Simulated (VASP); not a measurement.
# Cs (C2/m) in VASP: notebook

Runs on Cs. Level: PBEsol. Tasks: single point.

Everything below comes from runs of VASP 6.6.1. Logs are shortened: lines on timing, memory, paths and dates and some standing lists are left out, and cuts for length are marked.

**1. The crystal as given**

Symmetry: C2/m, No. 12, monoclinic system. Conventional cell: a = 6.038 Å, b = 8.676 Å, c = 5.110 Å, α = 90.00°, β = 120.26°, γ = 90.00°.

This isn't the form of Cs at room conditions, which is bcc.

**2. Single point, PBEsol**

Contents of INCAR:

```
ADDGRID = False
ALGO = Normal
EDIFF = 1E-5
ENCUT = 400
GGA = PS
ISIF = 2
ISMEAR = 1
LASPH = True
LCHARG = False
LREAL = False
LWAVE = False
NELM = 100
PREC = Accurate
SIGMA = 0.1
```

Contents of KPOINTS:

```
k-points
0
Gamma
  8 8 8
```

Contents of POSCAR:

```
Cs
1.0
    3.0190110000     -4.3381320000      0.0000000000
    3.0190110000      4.3381320000      0.0000000000
   -2.5749360000      0.0000000000      4.4138870000
Cs
1
Direct
    0.0000000000      0.0000000000      0.5000000000
```

Potentials or basis: VASP PAW PBE potentials, release 64 (Cs_sv).

The run is started by

```bash
> cat potpaw_PBE.64/Cs_sv/POTCAR > POTCAR
> mpirun -np 1 vasp_std > vasp.out
```

OUTCAR:

```text
EDIFF = 1E-5
   ENCUT = 400
   GGA = PS
   ISIF = 2
   ISMEAR = 1
   LASPH = True
   LREAL = False
   NELM = 100
   PREC = Accurate

 Found    150 irreducible k-points:

 Following reciprocal coordinates:
            Coordinates               Weight
  0.000000  0.000000  0.000000      1.000000
  0.125000  0.000000 -0.000000      4.000000
  0.250000  0.000000 -0.000000      4.000000
  0.375000  0.000000 -0.000000      4.000000
  0.500000  0.000000 -0.000000      2.000000
  0.125000  0.125000 -0.000000      2.000000
   k-points           NKPTS =    150   k-points in BZ     NKDIM =    150   number of bands    NBANDS=      8
   number of dos      NEDOS =    301   number of ions     NIONS =      1
   total plane-waves  NPLWV =  46656
   dimension x,y,z NGX =    36 NGY =   36 NGZ =   36
   dimension x,y,z NGXF=    72 NGYF=   72 NGZF=   72
   ions per type =               1
   NGX,Y,Z   is equivalent  to a cutoff of  11.32, 11.32, 11.71 a.u.
   NGXF,Y,Z  is equivalent  to a cutoff of  22.65, 22.65, 23.42 a.u.
 SYSTEM =  unknown system
   PREC   = accura    normal or accurate (medium, high low for compatibility)
   ISTART =      0    job   : 0-new  1-cont  2-samecut
   ICHARG =      2    charge: 1-file 2-atom 10-const
   ISPIN  =      1    spin polarized calculation?
   LNONCOLLINEAR =      F non collinear calculations
   LSORBIT =      F    spin-orbit coupling
   LASPH  =      T    aspherical Exc in radial PAW
   ENCUT  =  400.0 eV  29.40 Ry    5.42 a.u.   8.62  8.62  8.33*2*pi/ulx,y,z
   NELM   =    100;   NELMIN=  2; NELMDL= -5     # of ELM steps
   EDIFF  = 0.1E-04   stopping-criterion for ELM
   LREAL  =      F    real-space projection
   EDIFFG = 0.1E-03   stopping-criterion for IOM
   NSW    =      0    number of steps for IOM
   IBRION =     -1    ionic relax: 0-MD 1-quasi-New 2-CG
   NFREE  =      0    steps in history (QN), initial steepest desc. (CG)
   ISIF   =      2    stress and relaxation
   ISYM   =      2    0-nonsym 1-usesym 2-fastsym
   POTIM  = 0.5000    time-step for ionic-motion
   TEBEG  =    0.0;   TEEND  =   0.0 temperature during run
   PSTRESS=    0.0 pullay stress
   NELECT =       9.0000    total number of electrons
   NUPDOWN=      -1.0000    fix difference up-down
   EMIN   =  10.00;   EMAX   =-10.00  energy-range for DOS
   EFERMI =   0.00;   METHOD = LEGACY
   ISMEAR =     1;   SIGMA  =   0.10  broadening in eV -4-tet -1-fermi 0-gaus
   EFERMI_NEDOS =   21; number of points for ismear=-14 and -15
   IALGO  =     38    algorithm
   IMIX   =      4    mixing-type and parameters
     AMIX     =   0.40;   BMIX     =  1.00
     AMIX_MAG =   1.60;   BMIX_MAG =  1.00
  volume/ion in A,a.u.               =     115.62       780.22
  Fermi-wavevector in a.u.,A,eV,Ry     =   0.699009  1.320936  6.647992  0.488614
  Thomas-Fermi vector in A             =   1.782770
   LORBIT       =      0    0 simple, 1 ext, 2 COOP (PROOUT), +10 PAW based schemes
   GGA     = PS    functional components
   LHFCALC =     F    Hartree Fock is set to
   AEXX    =    0.0000 exact exchange contribution
   IVDW    =     0    specifies the selected vdW correction
   LEPSILON=     F    determine dielectric tensor
   LRPA    =     F    only Hartree local field effects (RPA)
 non-spin polarized calculation
 Methfessel and Paxton  Order N= 1 SIGMA  =   0.10
  energy-cutoff  :      400.00
  volume of cell :      115.62
 maximum number of plane-waves:      2123
 NGX is ok and might be reduce to    36
   NGX = 17   NGY = 17   NGZ = 17

 number of electron       8.9999999 magnetization

 Free energy of the ion-electron system (eV)
  ---------------------------------------------------
  ext. energy  EPLUGINS =         0.00000000
  ---------------------------------------------------
  free energy    TOTEN  =        -0.93225881 eV

  energy without entropy =       -0.93197450  energy(sigma->0) =       -0.93216404

 E-fermi :   0.3769     XC(G=0):  -5.4619

 val. band max:        0.3618218280   @ k =   0.0000   0.0000   0.5000
 cond. band min:       0.3825490025   @ k =   0.5000   0.3750  -0.0000
 fundamental gap:      0.0207271746
 Fermi energy:         0.3769215767

 k-point     1 :       0.0000    0.0000    0.0000
  band No.  band energies     occupation
      1     -23.4933      2.00000
      2     -10.2233      2.00000
      3     -10.2127      2.00000
      4     -10.2021      2.00000
      5      -1.3154      2.00000
      6       2.6109      0.00000
      7       2.7690      0.00000
      8       3.0706      0.00000

 k-point     2 :       0.1250    0.0000   -0.0000
  band No.  band energies     occupation
      1     -23.4925      2.00000
      2     -10.2386      2.00000
      3     -10.2196      2.00000
      4     -10.2034      2.00000
      5      -1.1552      2.00000
      6       2.4895      0.00000
      7       2.5628      0.00000
      8       3.1514      0.00000

 k-point     3 :       0.2500    0.0000   -0.0000
  band No.  band energies     occupation
      1     -23.4907      2.00000
      2     -10.2818      2.00000
      3     -10.2308      2.00000
      4     -10.2050      2.00000
      5      -0.7093      2.00000
      6       1.9877     -0.00000
      7       2.2509     -0.00000
      8       3.5693      0.00000

 k-point     4 :       0.3750    0.0000   -0.0000
  band No.  band energies     occupation
      1     -23.4888      2.00000
      2     -10.3249      2.00000
      3     -10.2413      2.00000
      4     -10.2063      2.00000
      5      -0.0954      2.00000
      6       1.4437     -0.00000
      7       2.0356     -0.00000
      8       3.8627      0.00000

 k-point     5 :       0.5000    0.0000   -0.0000
  band No.  band energies     occupation
      1     -23.4880      2.00000
      2     -10.3425      2.00000
      3     -10.2456      2.00000
      4     -10.2068      2.00000
      5       0.3222      1.79001
      6       1.1118     -0.00000
      7       1.9551     -0.00000
      8       3.7578      0.00000

 k-point     6 :       0.1250    0.1250   -0.0000
  band No.  band energies     occupation
      1     -23.4914      2.00000
      2     -10.2613      2.00000
      3     -10.2298      2.00000
      4     -10.2073      2.00000
      5      -0.8596      2.00000
      6       2.1810     -0.00000
      7       2.2631     -0.00000
      8       3.4425      0.00000

 [... further k-points ...]
[... 5 lines left out ...]
  --------------------------------------------------------------------------------------
  -------------------------------------------------------------------------------------
  Total       -0.0837907     -0.0788928     -0.1022065      0.0000000      0.0000000     -0.0462365
  in kB       -1.1611481     -1.0932748     -1.4163497      0.0000000      0.0000000     -0.6407323
  external PRESSURE =      -1.2235909 kB  Pullay stress =       0.0000000 kB

 VOLUME and BASIS-vectors are now :
 -----------------------------------------------------------------------------
  energy-cutoff  :      400.00
  volume of cell :      115.62
      direct lattice vectors                 reciprocal lattice vectors
     3.019011000 -4.338132000  0.000000000     0.165617151 -0.115256982  0.096616330
     3.019011000  4.338132000  0.000000000     0.165617151  0.115256982  0.096616330
    -2.574936000  0.000000000  4.413887000     0.000000000  0.000000000  0.226557680

 POSITION                                       TOTAL-FORCE (eV/Angst)
 -----------------------------------------------------------------------------------
     -1.28747      0.00000      2.20694        -0.000000      0.000000      0.000000
 -----------------------------------------------------------------------------------
    total drift:                                0.000000     -0.000000      0.000000

  FREE ENERGIE OF THE ION-ELECTRON SYSTEM (eV)
  ---------------------------------------------------
  free  energy   TOTEN  =        -0.9322588129 eV

  energy  without entropy=       -0.9319745004  energy(sigma->0) =       -0.93216404
```

Wall time 44 s (1 thread of Intel Xeon Platinum 8488C (Sapphire Rapids), shared host); peak memory 0.25 GiB.

The run converged, but some of its settings lie outside the range that counts as converged, so its numbers aren't taken as properties of the crystal.

Results:

* Free energy: -0.9323 eV
* Pressure: -0.1 GPa
* Band gap on the k mesh: none (metal or under the smearing width)

Caveat: the PAW data sets were made with another functional, which shifts forces and pressure a little.

(Continued in part 2 of 2.)
